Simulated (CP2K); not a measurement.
# Al2Pt (Fm-3m) in CP2K: reference runs

Aim: a first look at Al2Pt with PBE, on the cell as given and on a disturbed one.

Everything below comes from runs of CP2K 2026.2. Logs are shortened: lines on timing, memory, paths and dates and some standing lists are left out, and cuts for length are marked.

### Step 1. Starting point

It takes space group Fm-3m (No. 225, cubic). The conventional cell has a = 5.910 Å, b = 5.910 Å, c = 5.910 Å, α = 90.00°, β = 90.00°, γ = 90.00°. Pt (site symmetry m-3m) is surrounded by 8 Al at 2.56 Å. Around Al (site symmetry -43m) lie 4 Pt at 2.56 Å.

### Step 2. Single point, PBE

The input, al2pt_scf.inp:

```
&GLOBAL
  PROJECT al2pt_scf
  RUN_TYPE ENERGY_FORCE
  PRINT_LEVEL LOW
&END GLOBAL
&FORCE_EVAL
  METHOD QS
  STRESS_TENSOR ANALYTICAL
  &DFT
    BASIS_SET_FILE_NAME BASIS_MOLOPT_UZH
    POTENTIAL_FILE_NAME POTENTIAL_UZH
    &MGRID
      CUTOFF 450
      REL_CUTOFF 60
      NGRIDS 4
    &END MGRID
    &QS
      METHOD GPW
      EPS_DEFAULT 1.0E-10
    &END QS
    &KPOINTS
      SCHEME MONKHORST-PACK 8 8 8
      GAMMA_CENTERED T
      SYMMETRY T
      SYMMETRY_BACKEND SPGLIB
    &END KPOINTS
    &SCF
      SCF_GUESS ATOMIC
      EPS_SCF 1.0E-6
      MAX_SCF 100
      ADDED_MOS 15
      CHOLESKY OFF
      EPS_EIGVAL 1.0E-7
      &DIAGONALIZATION ON
        ALGORITHM STANDARD
      &END DIAGONALIZATION
      &MIXING ON
        METHOD BROYDEN_MIXING
        ALPHA 0.4
        BETA 1.5
        NBUFFER 8
      &END MIXING
      &SMEAR ON
        METHOD FERMI_DIRAC
        ELECTRONIC_TEMPERATURE [K] 580.226
      &END SMEAR
    &END SCF
    &XC
      &XC_FUNCTIONAL PBE
      &END XC_FUNCTIONAL
    &END XC
    &PRINT
      &KPOINTS ON
      &END KPOINTS
      &MULLIKEN ON
      &END MULLIKEN
      &MO ON
        ENERGIES T
        OCCUPATION_NUMBERS T
        &EACH
          QS_SCF 0
        &END EACH
        ADD_LAST NUMERIC
      &END MO
      &LOWDIN ON
      &END LOWDIN
      &HIRSHFELD ON
        SHAPE_FUNCTION DENSITY
      &END HIRSHFELD
    &END PRINT
  &END DFT
  &SUBSYS
    &CELL
      ABC 4.1790010768 4.1790010768 4.1790010768
      ALPHA_BETA_GAMMA 60.0000000003 60.0000000000 60.0000000003
      PERIODIC XYZ
    &END CELL
    &COORD
      SCALED
      Pt  0.0000000000 0.0000000000 0.0000000000
      Al  0.7500000000 0.7500000000 0.7500000000
      Al  0.2500000000 0.2500000000 0.2500000000
    &END COORD
    &KIND Pt
      BASIS_SET TZVP-MOLOPT-PBE-GTH-q18
      POTENTIAL GTH-PBE-q18
    &END KIND
    &KIND Al
      BASIS_SET TZVP-MOLOPT-PBE-GTH-q3
      POTENTIAL GTH-PBE-q3
    &END KIND
    &PRINT
      &ATOMIC_COORDINATES ON
      &END ATOMIC_COORDINATES
      &CELL ON
      &END CELL
    &END PRINT
  &END SUBSYS
  &PRINT
    &FORCES ON
    &END FORCES
    &STRESS_TENSOR ON
    &END STRESS_TENSOR
  &END PRINT
&END FORCE_EVAL
```

Potentials or basis: POTENTIAL_UZH Pt GTH-PBE-q18, Al GTH-PBE-q3; TZVP-MOLOPT-PBE-GTH basis.

Command:

```bash
> OMP_NUM_THREADS=1 cp2k.psmp -i al2pt_scf.inp -o al2pt_scf.out
```

al2pt_scf.out:

```text

 CP2K| version string:                                       CP2K version 2026.2
 CP2K| Input file name                                             al2pt_scf.inp

 GLOBAL| Force Environment number                                              1
 GLOBAL| Basis set file name                                    BASIS_MOLOPT_UZH
 GLOBAL| Potential file name                                       POTENTIAL_UZH
 GLOBAL| MM Potential file name                                     MM_POTENTIAL
 GLOBAL| Coordinate file name                                      __STD_INPUT__
 GLOBAL| Method name                                                        CP2K
 GLOBAL| Project name                                                  al2pt_scf
 GLOBAL| Run type                                                   ENERGY_FORCE
 GLOBAL| FFT library                                                       FFTW3
[... 6 lines left out ...]
 GLOBAL| Total number of message passing processes                             1
 GLOBAL| Number of threads for this process                                    1
 GLOBAL| CPU model name                                                  UNKNOWN

 CELL| Volume [angstrom^3]:                                            51.606268
 CELL| Vector a [angstrom]:       4.179     0.000     0.000   |a| =     4.179001
 CELL| Vector b [angstrom]:       2.090     3.619     0.000   |b| =     4.179001
 CELL| Vector c [angstrom]:       2.090     1.206     3.412   |c| =     4.179001
 CELL| Angle (b,c), alpha [degree]:                                    60.000000
 CELL| Angle (a,c), beta  [degree]:                                    60.000000
 CELL| Angle (a,b), gamma [degree]:                                    60.000000
 CELL| Numerically orthorhombic:                                              NO
 CELL| Periodicity                                                           XYZ

 CELL_REF| Volume [angstrom^3]:                                        51.606268
 CELL_REF| Vector a [angstrom     4.179     0.000     0.000   |a| =     4.179001
 CELL_REF| Vector b [angstrom     2.090     3.619     0.000   |b| =     4.179001
 CELL_REF| Vector c [angstrom     2.090     1.206     3.412   |c| =     4.179001
 CELL_REF| Angle (b,c), alpha [degree]:                                60.000000
 CELL_REF| Angle (a,c), beta  [degree]:                                60.000000
 CELL_REF| Angle (a,b), gamma [degree]:                                60.000000
 CELL_REF| Numerically orthorhombic:                                          NO
 CELL_REF| Periodicity                                                       XYZ
[... 9 lines left out ...]
 TOTAL NUMBERS AND MAXIMUM NUMBERS

  Total number of            - Atomic kinds:                                   2
                             - Atoms:                                          3
                             - Shell sets:                                     3
                             - Shells:                                        25
                             - Primitive Cartesian functions:                 14
                             - Cartesian basis functions:                     77
                             - Spherical basis functions:                     69

  Maximum angular momentum of- Orbital basis functions:                        3
                             - Local part of the GTH pseudopotential:          2
                             - Non-local part of the GTH pseudopotential:      5

 MODULE QUICKSTEP: ATOMIC COORDINATES IN ANGSTROM

   Atom Kind Element         X             Y             Z       Z(eff)     Mass
      1    1 Pt   78      0.000000      0.000000      0.000000  18.0000 195.0840
      2    2 Al   13      6.268502      3.619121      2.559105   3.0000  26.9815
      3    2 Al   13      2.089501      1.206374      0.853035   3.0000  26.9815

 SCF PARAMETERS         Density guess:                                    ATOMIC
                        --------------------------------------------------------
                        max_scf:                                             100
[... 7 lines left out ...]
                        --------------------------------------------------------
                        level_shift [a.u.]:                             0.000000
                        added MOs                                        15    0
                        --------------------------------------------------------
                        Mixing method:                            BROYDEN_MIXING
[... 11 lines left out ...]
 *******************************************************************************
 BRILLOUIN| K-point scheme                                        Monkhorst-Pack
 BRILLOUIN| K-Point grid                                             8    8    8
 BRILLOUIN| Gamma-centered k-point mesh                                     ON
 BRILLOUIN| K-point symmetry accuracy                               0.100000E-05
 BRILLOUIN| K-Point point group symmetrization                                ON
 BRILLOUIN| Symmetry backend                                             SPGLIB
 BRILLOUIN| Symmetry reduction method                                    SPGLIB
 BRILLOUIN| Wavefunction type                                            COMPLEX
 BRILLOUIN| List of Kpoints [2 Pi/Bohr]                                       29
 BRILLOUIN| Number           Weight            X              Y              Z
 BRILLOUIN|     1           0.01562       -0.37500       -0.37500       -0.37500
 BRILLOUIN|     2           0.04688       -0.37500       -0.37500       -0.25000
 BRILLOUIN|     3           0.04688       -0.37500       -0.37500       -0.12500
 BRILLOUIN|     4           0.01172       -0.37500       -0.37500        0.00000
 BRILLOUIN|     5           0.04688       -0.37500       -0.37500        0.12500
 BRILLOUIN|     6           0.02344       -0.37500       -0.37500        0.25000
[... 21 lines left out ...]
 BRILLOUIN|    28           0.00781        0.00000        0.00000        0.50000
 BRILLOUIN|    29           0.00586        0.00000        0.50000        0.50000
 *******************************************************************************

 Extrapolation method: initial_guess

 Number of electrons:                                                         24
 Number of occupied orbitals:                                                 12
 Number of molecular orbitals:                                                27

 Number of orbital functions:                                                 69
 Number of independent orbital functions:                                     69

 SCF WAVEFUNCTION OPTIMIZATION

  Step     Update method      Time    Convergence         Total energy    Change
  ------------------------------------------------------------------------------
     1 NoMix/Diag. 0.40E+00    4.2     1.25557846      -125.0897636318 -1.25E+02
     2 Broy./Diag. 0.40E+00    4.1     0.10123298      -126.1296275708 -1.04E+00
     3 Broy./Diag. 0.40E+00    4.1     0.06398272      -125.0536572946  1.08E+00
     4 Broy./Diag. 0.40E+00    4.1     0.02837946      -124.4527404406  6.01E-01
     5 Broy./Diag. 0.40E+00    4.1     0.00518181      -124.4372998245  1.54E-02
     6 Broy./Diag. 0.40E+00    4.1     0.01288974      -124.4501312188 -1.28E-02
     7 Broy./Diag. 0.40E+00    4.1     0.00038920      -124.4492049098  9.26E-04
     8 Broy./Diag. 0.40E+00    4.1     0.00105322      -124.4468129825  2.39E-03
     9 Broy./Diag. 0.40E+00    4.1     0.00008866      -124.4487491656 -1.94E-03
    10 Broy./Diag. 0.40E+00    4.1     0.00002542      -124.4492049718 -4.56E-04
    11 Broy./Diag. 0.40E+00    4.1     0.00009296      -124.4491495608  5.54E-05
    12 Broy./Diag. 0.40E+00    4.1     0.00000128      -124.4492457162 -9.62E-05
    13 Broy./Diag. 0.40E+00    4.1     0.00000732      -124.4492461765 -4.60E-07
    14 Broy./Diag. 0.40E+00    4.1     0.00000033      -124.4492482496 -2.07E-06

  *** SCF run converged in    14 steps ***

  Electronic density on regular grids:        -23.9999999997        0.0000000003
  Core density on regular grids:               23.9999999973       -0.0000000027
  Total charge density on r-space grids:       -0.0000000024
  Total charge density g-space grids:          -0.0000000024

  Overlap energy of the core charge distribution:               0.00000000005908
  Self energy of the core charge distribution:               -193.99387769643323
  Core Hamiltonian energy:                                     42.94345626248288
  Hartree energy:                                              39.97613053319540
  Exchange-correlation energy:                                -13.37449073396686
  Electronic entropic energy:                                  -0.00046661494851
  Fermi energy:                                                 0.31732040949465

  Total energy:                                              -124.44924824959570
  Total energy (extrapolated to T->0):                       -124.44901494212144

 MO| EIGENVALUES AND OCCUPATION NUMBERS FOR K POINT 1
 MO|
 MO|  Index      Eigenvalue [a.u.]        Eigenvalue [eV]             Occupation
 MO|      1              -3.306780             -89.982055               2.000000
 MO|      2              -1.642230             -44.687340               2.000000
 MO|      3              -1.642173             -44.685796               2.000000
 MO|      4              -1.642173             -44.685791               2.000000
 MO|      5               0.005820               0.158365               2.000000
 MO|      6               0.103963               2.828970               2.000000
[... 19 lines left out ...]
 MO|     26               0.984662              26.794017               0.000000
[... 431 lines left out ...]
 MO|     26               1.014893              27.616647               0.000000
 MO|     27               1.039036              28.273614               0.000000
 MO| Sum:                                                              24.000009
 MO| E(Fermi):            0.317320 a.u.          8.634727 eV

 [... the levels of further k-points ...]

 !-----------------------------------------------------------------------------!
                     Mulliken Population Analysis

 #  Atom  Element  Kind  Atomic population                           Net charge
       1     Pt       1         18.690546                             -0.690546
       2     Al       2          2.654727                              0.345273
       3     Al       2          2.654727                              0.345273
 # Total charge                             24.000000                 -0.000000

 !-----------------------------------------------------------------------------!

 !-----------------------------------------------------------------------------!
                           Hirshfeld Charges

  #Atom  Element  Kind  Ref Charge     Population                    Net charge
      1       Pt     1      18.000         18.061                        -0.061
      2       Al     2       3.000          2.969                         0.031
      3       Al     2       3.000          2.969                         0.031

  Total Charge                                                           -0.000
 !-----------------------------------------------------------------------------!

 LOWDIN POPULATION ANALYSIS

 #  Atom  Element  Kind  Atomic population                           Net charge
       1     Pt       1         19.333005                             -1.333005
       2     Al       2          2.333497                              0.666503
       3     Al       2          2.333497                              0.666503
 # Total charge                             24.000000                  0.000000

 ENERGY| Total FORCE_EVAL ( QS ) energy [hartree]           -124.449248299202097

 FORCES| Atomic forces [hartree/bohr]
 FORCES|   Atom     x               y               z               |f|
 FORCES|      1 -1.59902920E-11  1.41022649E-11  1.71410318E-09   1.71423577E-09
 FORCES|      2 -8.56934439E-10 -4.34806092E-09 -6.66859999E-09   8.00688430E-09
 FORCES|      3  8.74029460E-10  4.33371281E-09  4.95415065E-09   6.63992491E-09
 FORCES| Sum     1.10472913E-12 -2.45848160E-13 -3.46159774E-13
 FORCES| Total atomic force                                       1.18350934E-12

 STRESS| Analytical stress tensor [bar]
 STRESS|                        x                   y                   z
 STRESS|      x        2.34242479169E+04   4.47359434894E-01   3.06731379501E-01
 STRESS|      y        4.47359434894E-01   2.34235107819E+04  -1.65691139452E-01
 STRESS|      z        3.06731379501E-01  -1.65691139452E-01   2.34234808676E+04
 STRESS| 1/3 Trace                                             2.34237465221E+04
 STRESS| Determinant                                           1.28519515240E+13

 STRESS| Eigenvectors and eigenvalues of the analytical stress tensor [bar]
 STRESS|                        1                   2                   3
 STRESS| Eigenvalues   2.34230841676E+04   2.34236517836E+04   2.34245036152E+04
 STRESS|      x          -0.419495340801      0.083288528577      0.903928470651
 STRESS|      y           0.675438982634     -0.636639754680      0.372118265474
 STRESS|      z           0.606469982592      0.766650405184      0.210811091850
```

Run time: 68 s. Hardware: 1 thread of Arm Neoverse V2, shared host; peak memory 0.36 GiB.

Results:

| Quantity | Value |
| --- | --- |
| Free energy | -3386.4363 eV |
| Pressure | 2.3 GPa |
| Band gap on the k mesh | none (metal or under the smearing width) |
| Mulliken charges | Pt -0.69; Al +0.35 e |
| Hirshfeld charges | Pt -0.06; Al +0.03 e |

Levels at points of the mesh, in eV from the Fermi level:
| k point | band 10 | band 11 | band 12 | band 13 | band 14 | band 15 |
| --- | --- | --- | --- | --- | --- | --- |
| (0.00, 0.00, 0.00) | -3.63 | 2.96 | 3.86 | 3.86 | 3.86 | 5.51 |
| (0.00, 0.00, 0.50) | -3.40 | -3.40 | 1.04 | 1.04 | 3.90 | 5.24 |
| (0.00, 0.50, 0.50) | -3.36 | -3.12 | -1.59 | -1.59 | 3.20 | 3.52 |

Caveat: Mulliken charges move with the basis; the basis of atomic orbitals isn't converged, which shifts pressures, moduli and gaps. Spin-orbit coupling is left out, which matters for the levels of Pt.

### Step 3. Single point, PBE (atoms moved at random, drawn with an rms of 0.05 Å)

al2pt_scf.inp, as its differences from that of step 2:

```diff
@@ -14,3 +14,3 @@
       REL_CUTOFF 60
-      NGRIDS 4
+      NGRIDS 5
     &END MGRID
@@ -44,3 +44,3 @@
         METHOD FERMI_DIRAC
-        ELECTRONIC_TEMPERATURE [K] 580.226
+        ELECTRONIC_TEMPERATURE 580.23
       &END SMEAR
@@ -69,2 +69,11 @@
       &END HIRSHFELD
+      &E_DENSITY_CUBE ON
+        STRIDE 1
+      &END E_DENSITY_CUBE
+      &V_HARTREE_CUBE ON
+        STRIDE 1
+      &END V_HARTREE_CUBE
+      &ELF_CUBE ON
+        STRIDE 1
+      &END ELF_CUBE
     &END PRINT
@@ -73,4 +82,5 @@
     &CELL
-      ABC 4.1790010768 4.1790010768 4.1790010768
-      ALPHA_BETA_GAMMA 60.0000000003 60.0000000000 60.0000000003
+      A 4.1790010768 0.0000000000 0.0000000000
+      B 2.0895005384 3.6191210950 0.0000000000
+      C 2.0895005384 1.2063736983 3.4121400909
       PERIODIC XYZ
@@ -79,5 +89,5 @@
       SCALED
-      Pt  0.0000000000 0.0000000000 0.0000000000
-      Al  0.7500000000 0.7500000000 0.7500000000
-      Al  0.2500000000 0.2500000000 0.2500000000
+      Pt  0.0117280000 -0.0150500000 -0.0056400000
+      Al  0.7540240000 0.7533590000 0.7435730000
+      Al  0.2510320000 0.2488130000 0.2564700000
     &END COORD
```

Potentials or basis: POTENTIAL_UZH Pt GTH-PBE-q18, Al GTH-PBE-q3; TZVP-MOLOPT-PBE-GTH basis.

Command:

```bash
> OMP_NUM_THREADS=1 cp2k.psmp -i al2pt_scf.inp -o al2pt_scf.out
```

It took 1.7 min on 1 thread of Arm Neoverse V2, shared host; peak memory 0.44 GiB.

Results (log left out):

- Free energy: -3386.4117 eV
- Pressure: 2.6 GPa
- Largest force: 0.594 eV/Å
- Band gap on the k mesh: none (metal or under the smearing width)
- Mulliken charges: Pt -0.69; Al +0.34 e
- Hirshfeld charges: Pt -0.06; Al +0.03 e

Forces on the atoms (eV/Å):
```
Pt   0.057  0.560  0.190
Al  -0.015 -0.268  0.085
Al  -0.041 -0.292 -0.275
```

Stress tensor (GPa, compression positive):
```
 1.98 -0.08 -0.04
-0.08  2.00 -0.13
-0.04 -0.13  3.88
```

Levels at points of the mesh, in eV from the Fermi level:
```csv
k point,band 9,band 10,band 11,band 12,band 13,band 14,band 15,band 16
"(0.00, 0.00, 0.00)",-3.65,-3.64,2.94,3.80,3.87,3.88,5.50,5.52
"(0.00, 0.00, 0.50)",-3.74,-3.44,-3.43,0.98,1.01,3.91,5.26,5.29
"(0.00, 0.50, 0.00)",-3.64,-3.42,-3.39,0.98,1.13,3.86,5.17,5.30
"(0.00, 0.50, 0.50)",-3.71,-3.35,-3.13,-1.58,-1.58,3.19,3.51,8.76
"(0.50, 0.00, 0.00)",-3.64,-3.43,-3.39,0.98,1.13,3.85,5.20,5.30
"(0.50, 0.00, 0.50)",-3.71,-3.38,-3.13,-1.59,-1.57,3.19,3.52,8.74
"(0.50, 0.50, 0.00)",-3.72,-3.37,-3.13,-1.59,-1.57,3.19,3.52,8.74
"(0.50, 0.50, 0.50)",-3.63,-3.42,-3.39,0.99,1.14,3.85,5.19,5.29
```

Caveat: Mulliken charges move with the basis; the basis of atomic orbitals isn't converged, which shifts pressures, moduli and gaps.
